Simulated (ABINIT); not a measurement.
# CsPbBr3 (Pm-3m) in ABINIT: further runs, part 2 of 3

ABINIT 10.8.3 (patched build).

## Step 3: Optical spectrum, PBE

The input, run.abi:

```
# Datasets
ndtset 3

# Pseudopotentials
pp_dirpath "./"
pseudos "Pb.upf, Cs.upf, Br.upf"

# Structure
acell 3*1.0 Angstrom
rprim
     5.8700000000     0.0000000000     0.0000000000
     0.0000000000     5.8700000000     0.0000000000
     0.0000000000     0.0000000000     5.8700000000
ntypat 3
znucl 82 55 35
natom 5
typat 1 2 3 3 3
xred
            1/2            1/2            1/2
            0.0            0.0            0.0
            1/2            1/2            0.0
            1/2            0.0            1/2
            0.0            1/2            1/2

# Plane-wave basis
ecut 707.496042 eV

# k points
ngkpt 6 6 6
nshiftk 1
shiftk 0.5 0.5 0.5
istwfk *1

# Exchange and correlation
ixc 11

# Bands and occupations
occopt 1

# SCF cycle
nstep 80
diemac 6.0

# Output
iomode 3
prteig 0
prtebands 0

# Dataset 1: ground state
nband1 22
tolvrs1 1.0e-12
prtden1 1
prtwf1 0
kptopt1 1

# Dataset 2: empty bands at fixed density
iscf2 -2
getden2 1
nband2 34
nbdbuf2 4
tolwfr2 1.0e-12
nstep2 120
prtden2 0
kptopt2 1

# Dataset 3: wave functions and velocity matrix elements in the full zone
optdriver3 8
wfk_task3 "wfk_optics_fullbz"
getwfk3 2
nband3 30
kptopt3 1
prtevk3 1
inclvkb3 2
```

The input, optic.abi:

```
&FILES
 ddkfile_1 = 'runo_DS3_1_EVK.nc',
 ddkfile_2 = 'runo_DS3_2_EVK.nc',
 ddkfile_3 = 'runo_DS3_3_EVK.nc',
 wfkfile = 'runo_DS3_WFK.nc'
/
&PARAMETERS
 broadening = 0.001837,
 domega = 0.002,
 maxomega = 0.8,
 scissor = 0.036749,
 tolerance = 0.002
/
&COMPUTATIONS
 num_lin_comp = 1,
 lin_comp = 11,
 num_nonlin_comp = 0
/
```

Potentials or basis: PseudoDojo NC SR PBE v0.4.1 standard.

Command:

```sh
$ abinit run.abi > log 2>&1
$ optic optic.abi > optic.log 2>&1
```

run.abo:

```text
.Version 10.8.3 of ABINIT
 DATASET    1 : space group Pm -3 m (#221); Bravais cP (primitive cubic)
================================================================================
 Values of the parameters that define the memory need for DATASET  1.
     intxc =       0    ionmov =       0      iscf =       7    lmnmax =       8
     lnmax =       8     mgfft =      54  mpssoang =       4    mqgrid =    3001
     natom =       5  nloc_mem =       1    nspden =       1   nspinor =       1
    nsppol =       1      nsym =      48    n1xccc =    2501    ntypat =       3
    occopt =       1   xclevel =       2
       mpw =        8655          nfft =      157464          nkpt =          10
================================================================================
================================================================================
[... 13 lines left out ...]
 DATASET    3 : space group Pm -3 m (#221); Bravais cP (primitive cubic)
================================================================================
 Values of the parameters that define the memory need for DATASET  3.
     intxc =       0    ionmov =       0      iscf =       7    lmnmax =       8
     lnmax =       8     mgfft =      54  mpssoang =       4    mqgrid =    3001
     natom =       5  nloc_mem =       1    nspden =       1   nspinor =       1
    nsppol =       1      nsym =      48    n1xccc =    2501    ntypat =       3
    occopt =       1   xclevel =       2
       mpw =        8655          nfft =      157464          nkpt =          10
================================================================================
================================================================================

--------------------------------------------------------------------------------
------------- Echo of variables that govern the present computation ------------
--------------------------------------------------------------------------------
 -outvars: echo values of preprocessed input variables --------
            acell      1.8897261259E+00  1.8897261259E+00  1.8897261259E+00 Bohr
              amu      2.07200000E+02  1.32905430E+02  7.99040000E+01
           diemac      6.00000000E+00
             ecut      2.60000000E+01 Hartree
           getden1          0
           getden2          1
           getden3          0
           getwfk1          0
           getwfk2          0
           getwfk3          2
             iscf1          7
             iscf2         -2
             iscf3          7
              ixc          11
           jdtset        1    2    3
         kptrlatt        6    0    0      0    6    0      0    0    6
          kptrlen      6.65561542E+01
            natom           5
            nband1         22
            nband2         34
            nband3         30
           nbdbuf1          0
           nbdbuf2          4
           nbdbuf3          0
           ndtset           3
            ngfft          54      54      54
             nkpt          10
            nstep1         80
            nstep2        120
            nstep3         80
             nsym          48
           ntypat           3
        optdriver1          0
        optdriver2          0
        optdriver3          8
           prtden1          1
           prtden2          0
           prtden3          1
        prtebands           0
           prteig           0
           prtevk1          0
           prtevk2          0
           prtevk3          1
            prtwf1          0
            prtwf2          1
            prtwf3          1
            rprim      5.8700000000E+00  0.0000000000E+00  0.0000000000E+00
                       0.0000000000E+00  5.8700000000E+00  0.0000000000E+00
                       0.0000000000E+00  0.0000000000E+00  5.8700000000E+00
[... 299 lines left out ...]
force_length_stats: {min: null, max: null, mean: null, }
...

 Integrated electronic density in atomic spheres:
 ------------------------------------------------
 Atom  Sphere_radius  Integrated_density
    1        2.00000         10.08070922
    2        2.00000          4.49106698
    3        2.00000          4.23788491
    4        2.00000          4.23788491
    5        2.00000          4.23788491
================================================================================

 ----iterations are completed or convergence reached----

 Mean square residual over all n,k,spin=   68.419E-14; max=  99.745E-14
 reduced coordinates (array xred) for    5 atoms
       0.500000000000      0.500000000000      0.500000000000
       0.000000000000      0.000000000000      0.000000000000
       0.500000000000      0.500000000000      0.000000000000
       0.500000000000      0.000000000000      0.500000000000
       0.000000000000      0.500000000000      0.500000000000

 cartesian coordinates (angstrom) at end:
    1      2.93500000000000     2.93500000000000     2.93500000000000
    2      0.00000000000000     0.00000000000000     0.00000000000000
    3      2.93500000000000     2.93500000000000     0.00000000000000
    4      2.93500000000000     0.00000000000000     2.93500000000000
    5      0.00000000000000     2.93500000000000     2.93500000000000
 length scales=  1.889726125908  1.889726125908  1.889726125908 bohr
              =  1.000000000000  1.000000000000  1.000000000000 angstroms
 Eigenvalues (hartree) for nkpt=  10  k points:
 kpt#   1, nband= 34, wtk=  0.03704, kpt=  0.0833  0.0833  0.0833 (reduced coord)
  -0.72098   -0.55062   -0.55062   -0.54484   -0.54484   -0.54484   -0.47553   -0.45058
  -0.45058   -0.23554   -0.23554   -0.23533   -0.19573   -0.08759   -0.08759   -0.08190
  -0.01321   -0.01321   -0.01006   -0.00898   -0.00667   -0.00667    0.18654    0.22426
   0.22426    0.24973    0.25108    0.25108    0.27802    0.27802    0.28327    0.34391
   0.35330    0.35330
 prteigrs : prtvol=0 or 1, do not print more k-points.

================================================================================
== DATASET  3 ==================================================================

--- !DatasetInfo
iteration_state: {dtset: 3, }
dimensions: {natom: 5, nkpt: 10, mband: 30, nsppol: 1, nspinor: 1, nspden: 1, mpw: 8655, }
cutoff_energies: {ecut:  26.0, pawecutdg:  -1.0, }
electrons: {nelect:   4.40000000E+01, charge:   0.00000000E+00, occopt:   1.00000000E+00, tsmear:   1.00000000E-02, }
meta: {optdriver: 8, wfk_task: 7, }
...

 mkfilename : getwfk/=0, take file _WFK from output of DATASET   2.

 Exchange-correlation functional for the present dataset will be:
  GGA: Perdew-Burke-Ernzerhof functional - ixc=11
  J.P.Perdew, K.Burke, M.Ernzerhof, PRL 77, 3865 (1996)

--------------------------------------------------------------------------------

 Computation of velocity matrix elements (DDK)

 Parameters extracted from the Abinit header:
    ecut:     26.0
    nkpt:    216
    mband:   34
    nsppol:  1
    nspinor: 1
    useylm:  0
    inclvkb: 2
    bmin: 1, bmax: 34
    Computing diagonal and off-diagonal matrix elements
    Between band index bmin: 1, bmax: 34

== END DATASET(S) ==============================================================
================================================================================

 -outvars: echo values of variables after computation  --------
            acell      1.8897261259E+00  1.8897261259E+00  1.8897261259E+00 Bohr
           etotal1    -1.4119756115E+02
           etotal3     0.0000000000E+00
            fcart1    -0.0000000000E+00 -0.0000000000E+00 -0.0000000000E+00
                      -0.0000000000E+00 -0.0000000000E+00 -0.0000000000E+00
                      -0.0000000000E+00 -0.0000000000E+00 -0.0000000000E+00
                      -0.0000000000E+00 -0.0000000000E+00 -0.0000000000E+00
                      -0.0000000000E+00 -0.0000000000E+00 -0.0000000000E+00
            fcart3     0.0000000000E+00  0.0000000000E+00  0.0000000000E+00
                       0.0000000000E+00  0.0000000000E+00  0.0000000000E+00
                       0.0000000000E+00  0.0000000000E+00  0.0000000000E+00
                       0.0000000000E+00  0.0000000000E+00  0.0000000000E+00
                       0.0000000000E+00  0.0000000000E+00  0.0000000000E+00
            rprim      5.8700000000E+00  0.0000000000E+00  0.0000000000E+00
                       0.0000000000E+00  5.8700000000E+00  0.0000000000E+00
                       0.0000000000E+00  0.0000000000E+00  5.8700000000E+00
           strten1    -4.8334757313E-05 -4.8334757313E-05 -4.8334757313E-05
                       0.0000000000E+00  0.0000000000E+00  0.0000000000E+00
           strten3     0.0000000000E+00  0.0000000000E+00  0.0000000000E+00
                       0.0000000000E+00  0.0000000000E+00  0.0000000000E+00
           xangst      2.9350000000E+00  2.9350000000E+00  2.9350000000E+00
                       0.0000000000E+00  0.0000000000E+00  0.0000000000E+00
                       2.9350000000E+00  2.9350000000E+00  0.0000000000E+00
                       2.9350000000E+00  0.0000000000E+00  2.9350000000E+00
                       0.0000000000E+00  2.9350000000E+00  2.9350000000E+00
             xred      5.0000000000E-01  5.0000000000E-01  5.0000000000E-01
                       0.0000000000E+00  0.0000000000E+00  0.0000000000E+00
                       5.0000000000E-01  5.0000000000E-01  0.0000000000E+00
                       5.0000000000E-01  0.0000000000E+00  5.0000000000E-01
                       0.0000000000E+00  5.0000000000E-01  5.0000000000E-01
 Calculation completed.
```

It took 3.3 min on 1 thread of AMD EPYC 9R45 (Zen 5), shared host; peak memory 1.1 GiB.

What came out:

* Free energy: -3842.1814 eV
* Pressure: 1.4 GPa

Dielectric function (mean over the directions given):
```
energy (eV)  real part  imaginary part
       0.33       3.71            0.00
       0.76       3.76            0.01
       1.31       3.87            0.01
       1.74       4.02            0.02
       2.29       4.34            0.04
       2.83       4.97            0.09
       3.27       6.91            0.94
       3.81       7.54            0.88
       4.25       7.80            3.52
       4.79       4.38            3.21
       5.33       1.86           10.21
       5.77      -0.68            2.62
       6.31       1.27            2.23
       6.75       0.49            3.95
       7.29       1.96            1.83
       7.84       2.38            3.06
       8.27       0.83            3.85
       8.82       0.27            2.42
       9.36      -0.43            2.06
       9.80       0.29            1.44
      10.34      -0.27            1.48
      10.78       0.01            2.03
      11.32      -0.37            0.89
      11.86      -0.34            0.69
      12.30       0.18            0.70
      12.84       0.93            0.72
      13.28       0.81            0.17
      13.82       1.88            1.43
      14.37       1.14            1.56
      14.80      -0.25            1.70
      15.35      -0.84            1.58
      15.89      -0.71            0.38
      16.33      -0.14            0.29
      16.87      -0.08            0.48
      17.31      -0.12            0.17
      17.85       0.17            0.02
      18.39       0.33            0.01
      18.83       0.44            0.02
      19.38       0.60            0.04
      19.92       0.63            0.29
```

Caveat: spectra need much finer meshes, so this one isn't converged; the scissor shift was typed, not computed; independent-particle spectra lack excitons.

(Part 2 of 3 ends here.)
